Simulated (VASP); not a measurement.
# GaP (F-43m) in VASP: band structure with HSE06

Aim: the band structure of GaP with HSE06.

Everything below comes from runs of VASP 6.6.1. Logs are shortened: lines on timing, memory, paths and dates and some standing lists are left out, and cuts for length are marked.

**What was measured.**

From “Stacking defects in GaP nanowires: Electronic structure and optical properties”, 2018, arxiv:1810.01194, for a bulk crystal of GaP at 10 K: band gap 2.34 eV (indirect).

The runs below are set against these values where they give the same quantity.

## Step 1: The crystal as given

It takes space group F-43m (No. 216, cubic). The conventional cell has a = 5.506 Å, b = 5.506 Å, c = 5.506 Å, α = 90.00°, β = 90.00°, γ = 90.00°. Around Ga (site symmetry -43m) lie 4 P at 2.38 Å. Around P (site symmetry -43m) lie 4 Ga at 2.38 Å.

## Step 2: Band structure, HSE06

File POSCAR:

```
GaP                                     
1.0
    0.0000000000      2.7528365045      2.7528365045
    2.7528365045      0.0000000000      2.7528365045
    2.7528365045      2.7528365045      0.0000000000
  Ga              P             
     1     1
Direct
     0.0000000000000000    0.0000000000000000    0.0000000000000000
     0.2500000000000000    0.2500000000000000    0.2500000000000000
```

File INCAR.step1:

```
SYSTEM = GaP
PREC = Accurate
ENCUT = 520
EDIFF = 1E-5
ISMEAR = 0
SIGMA = 0.02
LREAL = .False.
LASPH = .True.
NELM = 100
ALGO = Normal
ISIF = 2
LWAVE = .True.
LCHARG = .False.
KPAR = 4
GGA = PE
```

File INCAR.step2:

```
SYSTEM = GaP
PREC = Accurate
ENCUT = 520
EDIFF = 1E-7
ISMEAR = 0
SIGMA = 0.02
LREAL = .False.
LASPH = .True.
NELM = 100
ALGO = Normal
ISIF = 2
LWAVE = .False.
LCHARG = .False.
GGA = PE
LHFCALC = .True.
HFSCREEN = 0.2
PRECFOCK = Fast
KPAR = 4
ISTART = 1
```

File KPOINTS:

```
Automatic mesh
0
Gamma
  6 6 6
  0 0 0
```

File KPOINTS_OPT:

```
path GXWKGLUWLK,UX
8
line-mode
reciprocal
 0.0000000000  0.0000000000  0.0000000000  G
 0.5000000000  0.0000000000  0.5000000000  X

 0.5000000000  0.0000000000  0.5000000000  X
 0.5000000000  0.2500000000  0.7500000000  W

 0.5000000000  0.2500000000  0.7500000000  W
 0.3750000000  0.3750000000  0.7500000000  K

 0.3750000000  0.3750000000  0.7500000000  K
 0.0000000000  0.0000000000  0.0000000000  G

 0.0000000000  0.0000000000  0.0000000000  G
 0.5000000000  0.5000000000  0.5000000000  L

 0.5000000000  0.5000000000  0.5000000000  L
 0.6250000000  0.2500000000  0.6250000000  U

 0.6250000000  0.2500000000  0.6250000000  U
 0.5000000000  0.2500000000  0.7500000000  W

 0.5000000000  0.2500000000  0.7500000000  W
 0.5000000000  0.5000000000  0.5000000000  L

 0.5000000000  0.5000000000  0.5000000000  L
 0.3750000000  0.3750000000  0.7500000000  K

 0.6250000000  0.2500000000  0.6250000000  U
 0.5000000000  0.0000000000  0.5000000000  X
```

Potentials or basis: VASP PAW PBE potentials, release 64 (Ga_d, P).

Command:

```bash
$ cat potpaw_PBE.64/Ga_d/POTCAR potpaw_PBE.64/P/POTCAR > POTCAR
$ cp INCAR.step1 INCAR
$ mpirun -np 4 vasp_std > vasp.out
$ cp INCAR.step2 INCAR
$ mpirun -np 4 vasp_std > vasp.out
```

OUTCAR:

```text
SYSTEM = GaP
   PREC = Accurate
   ENCUT = 520
   EDIFF = 1E-7
   ISMEAR = 0
   LREAL = .False.
   LASPH = .True.
   NELM = 100
   ISIF = 2
   GGA = PE
   LHFCALC = .True.
   HFSCREEN = 0.2
   PRECFOCK = Fast
   ISTART = 1

 ion  position               nearest neighbor table
   1  0.000  0.000  0.000-   2 2.38   2 2.38   2 2.38   2 2.38
   2  0.250  0.250  0.250-   1 2.38   1 2.38   1 2.38   1 2.38

  LATTYP: Found a face centered cubic cell.
 ALAT       =     5.5056730090

  Lattice vectors:

 A1 = (   0.0000000000,   2.7528365045,   2.7528365045)
 A2 = (   2.7528365045,   0.0000000000,   2.7528365045)
 A3 = (   2.7528365045,   2.7528365045,   0.0000000000)

Analysis of symmetry for initial positions (statically):
=====================================================================
 Subroutine PRICEL returns:
 Original cell was already a primitive cell.

 Routine SETGRP: Setting up the symmetry group for a
 face centered cubic supercell.

 Subroutine GETGRP returns: Found 24 space group operations
 (whereof 24 operations were pure point group operations)
 out of a pool of 48 trial point group operations.

The static configuration has the point symmetry T_d .

Analysis of symmetry for dynamics (positions and initial velocities):
=====================================================================
 Subroutine PRICEL returns:
 Original cell was already a primitive cell.

 Routine SETGRP: Setting up the symmetry group for a
 face centered cubic supercell.

 Subroutine GETGRP returns: Found 24 space group operations
 (whereof 24 operations were pure point group operations)
 out of a pool of 48 trial point group operations.

The dynamic configuration has the point symmetry T_d .

 Subroutine INISYM returns: Found 24 space group operations
 (whereof 24 operations are pure point group operations),
 and found     1 'primitive' translations

----------------------------------------------------------------------------------------

                                     Primitive cell

  volume of cell :      41.7226

  direct lattice vectors                    reciprocal lattice vectors
     0.000000000  2.752836504  2.752836504    -0.181630838  0.181630838  0.181630838
     2.752836504  0.000000000  2.752836504     0.181630838 -0.181630838  0.181630838
     2.752836504  2.752836504  0.000000000     0.181630838  0.181630838 -0.181630838

  length of vectors
     3.893098720  3.893098720  3.893098720     0.314593839  0.314593839  0.314593839

  position of ions in fractional coordinates (direct lattice)
     0.000000000  0.000000000  0.000000000
     0.250000000  0.250000000  0.250000000

  ion indices of the primitive-cell ions
   primitive index   ion index
                 1           1
                 2           2

----------------------------------------------------------------------------------------

 KPOINTS: Automatic mesh

Automatic generation of k-mesh.
 Grid dimensions read from file:
 generate k-points for:    6    6    6

 Generating k-lattice:

  Cartesian coordinates                     Fractional coordinates (reciprocal lattice)
    -0.030271806  0.030271806  0.030271806     0.166666667  0.000000000  0.000000000
     0.030271806 -0.030271806  0.030271806     0.000000000  0.166666667  0.000000000
     0.030271806  0.030271806 -0.030271806     0.000000000  0.000000000  0.166666667

  Length of vectors
     0.052432306  0.052432306  0.052432306

  Shift w.r.t. Gamma in fractional coordinates (k-lattice)
     0.000000000  0.000000000  0.000000000

 Subroutine IBZKPT returns following result:
 ===========================================

 Found     16 irreducible k-points:

 Following reciprocal coordinates:
            Coordinates               Weight
  0.000000  0.000000  0.000000      1.000000
  0.166667  0.000000  0.000000      8.000000
  0.333333  0.000000  0.000000      8.000000
  0.500000  0.000000  0.000000      4.000000
  0.166667  0.166667  0.000000      6.000000
  0.333333  0.166667  0.000000     24.000000
[... 8 lines left out ...]
 -0.333333  0.333333  0.166667     24.000000
 -0.333333  0.500000  0.166667     12.000000
   k-points           NKPTS =     16   k-points in BZ     NKDIM =    216   number of bands    NBANDS=     13
   number of dos      NEDOS =    301   number of ions     NIONS =      2
   total plane-waves  NPLWV =  27000
   dimension x,y,z NGX =    30 NGY =   30 NGZ =   30
   dimension x,y,z NGXF=    60 NGYF=   60 NGZF=   60
   ions per type =               1   1
   NGX,Y,Z   is equivalent  to a cutoff of  12.81, 12.81, 12.81 a.u.
   NGXF,Y,Z  is equivalent  to a cutoff of  25.62, 25.62, 25.62 a.u.
 SYSTEM =  GaP
   PREC   = accura    normal or accurate (medium, high low for compatibility)
   ISTART =      1    job   : 0-new  1-cont  2-samecut
   ICHARG =      0    charge: 1-file 2-atom 10-const
   ISPIN  =      1    spin polarized calculation?
   LNONCOLLINEAR =      F non collinear calculations
   LSORBIT =      F    spin-orbit coupling
   LASPH  =      T    aspherical Exc in radial PAW
   ENCUT  =  520.0 eV  38.22 Ry    6.18 a.u.   7.24  7.24  7.24*2*pi/ulx,y,z
   NELM   =    100;   NELMIN=  2; NELMDL=  0     # of ELM steps
   EDIFF  = 0.1E-06   stopping-criterion for ELM
   LREAL  =      F    real-space projection
   EDIFFG = 0.1E-05   stopping-criterion for IOM
   NSW    =      0    number of steps for IOM
   IBRION =     -1    ionic relax: 0-MD 1-quasi-New 2-CG
   NFREE  =      0    steps in history (QN), initial steepest desc. (CG)
   ISIF   =      2    stress and relaxation
   ISYM   =      3    0-nonsym 1-usesym 2-fastsym
   POTIM  = 0.5000    time-step for ionic-motion
   TEBEG  =    0.0;   TEEND  =   0.0 temperature during run
   PSTRESS=    0.0 pullay stress
   NELECT =      18.0000    total number of electrons
   NUPDOWN=      -1.0000    fix difference up-down
   EMIN   =  10.00;   EMAX   =-10.00  energy-range for DOS
   EFERMI =   0.00;   METHOD = LEGACY
   ISMEAR =     0;   SIGMA  =   0.02  broadening in eV -4-tet -1-fermi 0-gaus
   EFERMI_NEDOS =   21; number of points for ismear=-14 and -15
   IALGO  =     38    algorithm
   IMIX   =      1    mixing-type and parameters
     AMIX     =   0.40;   BMIX     =  1.00
     AMIX_MAG =   1.60;   BMIX_MAG =  1.00
  volume/ion in A,a.u.               =      20.86       140.78
  Fermi-wavevector in a.u.,A,eV,Ry     =   1.237016  2.337621 20.819745  1.530208
  Thomas-Fermi vector in A             =   2.371600
   LORBIT       =      0    0 simple, 1 ext, 2 COOP (PROOUT), +10 PAW based schemes
   GGA     = PE    functional components
   LHFCALC =     T    Hartree Fock is set to
   PRECFOCK=fast      Normal, Fast or Accurate (Low or Medium for compatibility)
   ENCUT4O =  -1.0   cutoff for four orbital integrals eV
   NKREDX  =     1    reduce k-point grid by
   NKREDY  =     1    reduce k-point grid by
   NKREDZ  =     1    reduce k-point grid by
   AEXX    =    0.2500 exact exchange contribution
   HFSCREEN=    0.2000 screening length (either q_TF or 0.3 A-1)
   HFSCREENC=   0.2000 screening length for correlation (either q_TF or 0.3 A-1)
   ENCUTFOCK=  -1.0 apply spherical cutoff to Coloumb kernel
   IVDW    =     0    specifies the selected vdW correction
   LEPSILON=     F    determine dielectric tensor
   LRPA    =     F    only Hartree local field effects (RPA)
 non-spin polarized calculation
 Gauss-broadening in eV      SIGMA  =   0.02
  energy-cutoff  :      520.00
  volume of cell :       41.72
 maximum number of plane-waves:      1158
 NGX is ok and might be reduce to    30
  NGX = 18; NGY = 18; NGZ = 18

 number of electron      18.0000003 magnetization

 Free energy of the ion-electron system (eV)
  ---------------------------------------------------
  ext. energy  EPLUGINS =         0.00000000
  ---------------------------------------------------
  free energy    TOTEN  =       -10.80384694 eV

  energy without entropy =      -10.80384694  energy(sigma->0) =      -10.80384694

 E-fermi :   4.0431     XC(G=0):  -8.0370

 val. band max:        3.9069330753   @ k =   0.0000   0.0000   0.0000
 cond. band min:       6.2763691357   @ k =   0.5000   0.5000   0.0000
 fundamental gap:      2.3694360604
 Fermi energy:         4.0431249581

 k-point     1 :       0.0000    0.0000    0.0000
  band No.  band energies     occupation
      1     -13.1230      2.00000
      2     -13.1230      2.00000
      3     -13.1230      2.00000
      4     -13.0303      2.00000
      5     -13.0303      2.00000
      6      -9.6450      2.00000
      7       3.9069      2.00000
      8       3.9069      2.00000
      9       3.9069      2.00000
     10       6.4461      0.00000
     11       8.6973      0.00000
     12       8.6973      0.00000
     13       8.6973      0.00000

 k-point     2 :       0.1667    0.0000    0.0000
  band No.  band energies     occupation
      1     -13.1359      2.00000
      2     -13.1165      2.00000
      3     -13.1165      2.00000
      4     -13.0303      2.00000
      5     -13.0303      2.00000
      6      -9.2773      2.00000
      7       1.4217      2.00000
      8       3.5308      2.00000
      9       3.5308      2.00000
     10       7.1018      0.00000
     11       9.2658      0.00000
     12       9.2659      0.00000
     13       9.7859      0.00000

 k-point     3 :       0.3333    0.0000    0.0000
  band No.  band energies     occupation
      1     -13.1610      2.00000
      2     -13.1056      2.00000
      3     -13.1056      2.00000
      4     -13.0280      2.00000
      5     -13.0280      2.00000
      6      -8.2959      2.00000
      7      -1.6327      2.00000
      8       2.9666      2.00000
      9       2.9666      2.00000
     10       6.5677      0.00000
     11       9.6527      0.00000
     12       9.6527      0.00000
     13      12.4701      0.00000
[... 177 lines left out ...]
 k-point    15 :      -0.3333    0.3333    0.1667
  band No.  band energies     occupation
      1     -13.1841      2.00000
      2     -13.0941      2.00000
      3     -13.0793      2.00000
      4     -13.0393      2.00000
      5     -13.0245      2.00000
      6      -6.8296      2.00000
      7      -2.8907      2.00000
      8       0.0546      2.00000
      9       1.3432      2.00000
     10       8.6670      0.00000
     11       9.3279      0.00000
     12      11.2628      0.00000
     13      12.7283      0.00000

 k-point    16 :      -0.3333    0.5000    0.1667
  band No.  band energies     occupation
      1     -13.1938      2.00000
      2     -13.0852      2.00000
      3     -13.0717      2.00000
      4     -13.0476      2.00000
      5     -13.0200      2.00000
      6      -6.5231      2.00000
      7      -3.1081      2.00000
      8       0.3720      2.00000
      9       0.5220      2.00000
     10       8.1613      0.00000
     11       8.4249      0.00000
     12      12.5019      0.00000
     13      12.5043      0.00000

------------------------ aborting loop because EDIFF is reached ----------------------------------------

  FORCE on cell =-STRESS in cart. coord.  units (eV):
  Direction    XX          YY          ZZ          XY          YZ          ZX
  --------------------------------------------------------------------------------------
  -------------------------------------------------------------------------------------
  Total       -0.5264048     -0.5264048     -0.5264048      0.0000000      0.0000000      0.0000000
  in kB      -20.2143208    -20.2143208    -20.2143208      0.0000000      0.0000000      0.0000000
  external PRESSURE =     -20.2143208 kB  Pullay stress =       0.0000000 kB

 VOLUME and BASIS-vectors are now :
 -----------------------------------------------------------------------------
  energy-cutoff  :      520.00
  volume of cell :       41.72
      direct lattice vectors                 reciprocal lattice vectors
     0.000000000  2.752836504  2.752836504    -0.181630838  0.181630838  0.181630838
     2.752836504  0.000000000  2.752836504     0.181630838 -0.181630838  0.181630838
     2.752836504  2.752836504  0.000000000     0.181630838  0.181630838 -0.181630838

 POSITION                                       TOTAL-FORCE (eV/Angst)
 -----------------------------------------------------------------------------------
      0.00000      0.00000      0.00000         0.000000      0.000000      0.000000
      1.37642      1.37642      1.37642        -0.000000     -0.000000     -0.000000
 -----------------------------------------------------------------------------------
    total drift:                                0.000010      0.000004      0.000006

  FREE ENERGIE OF THE ION-ELECTRON SYSTEM (eV)
  ---------------------------------------------------
  free  energy   TOTEN  =       -10.8038469385 eV

  energy  without entropy=      -10.8038469385  energy(sigma->0) =      -10.80384694
```

Wall time 21 min (4 MPI ranks of Intel Xeon Platinum 8375C at 2.90GHz (Ice Lake), shared host); peak memory 0.33 GiB.

Results:

```yaml
Free_energy: -10.8038 eV
Pressure: -2.0 GPa
Band_gap_on_the_k_mesh: 2.37 eV, indirect (least direct gap 2.54 eV)
Band_gap_along_the_path: 2.33 eV, indirect (least direct gap 2.54 eV)
```

Levels at the corners of the path, in eV from the valence-band top:
| point | band 7 | band 8 | band 9 | band 10 | band 11 | band 12 |
| --- | --- | --- | --- | --- | --- | --- |
| Γ | 0.00 | 0.00 | 0.00 | 2.54 | 4.79 | 4.79 |
| X | -7.19 | -2.82 | -2.82 | 2.37 | 2.60 | 11.84 |
| X | -7.19 | -2.82 | -2.82 | 2.37 | 2.60 | 11.84 |
| W | -6.95 | -3.75 | -3.54 | 5.52 | 5.85 | 7.06 |
| W | -6.95 | -3.75 | -3.54 | 5.52 | 5.85 | 7.06 |
| K | -6.95 | -4.12 | -2.36 | 2.96 | 5.70 | 9.31 |
| K | -6.95 | -4.12 | -2.36 | 2.96 | 5.70 | 9.31 |
| Γ | 0.00 | 0.00 | 0.00 | 2.54 | 4.79 | 4.79 |
| Γ | 0.00 | 0.00 | 0.00 | 2.54 | 4.79 | 4.79 |
| L | -7.06 | -1.17 | -1.17 | 2.42 | 5.64 | 5.64 |
| L | -7.06 | -1.17 | -1.17 | 2.42 | 5.64 | 5.64 |
| U | -6.95 | -4.12 | -2.36 | 2.96 | 5.70 | 9.31 |
| U | -6.95 | -4.12 | -2.36 | 2.96 | 5.70 | 9.31 |
| W | -6.95 | -3.75 | -3.54 | 5.52 | 5.85 | 7.06 |
| W | -6.95 | -3.75 | -3.54 | 5.52 | 5.85 | 7.06 |
| L | -7.06 | -1.17 | -1.17 | 2.42 | 5.64 | 5.64 |
| L | -7.06 | -1.17 | -1.17 | 2.42 | 5.64 | 5.64 |
| K | -6.95 | -4.12 | -2.36 | 2.96 | 5.70 | 9.31 |
| U | -6.95 | -4.12 | -2.36 | 2.96 | 5.70 | 9.31 |
| X | -7.19 | -2.82 | -2.82 | 2.37 | 2.60 | 11.84 |

Caveat: the PAW data sets were made with another functional, which shifts forces and pressure a little.

## Step 3: Comparison with measurements

Step 2. A measured gap of GaP is 2.34 eV (indirect; 10 K; quoted in “Stacking defects in GaP nanowires: Electronic structure and optical properties”, 2018, arxiv:1810.01194); the calculated 2.33 eV misses it by -0.01 eV. Spin-orbit coupling on Ga is left out. The value is that of HSE06, without temperature or zero-point motion.
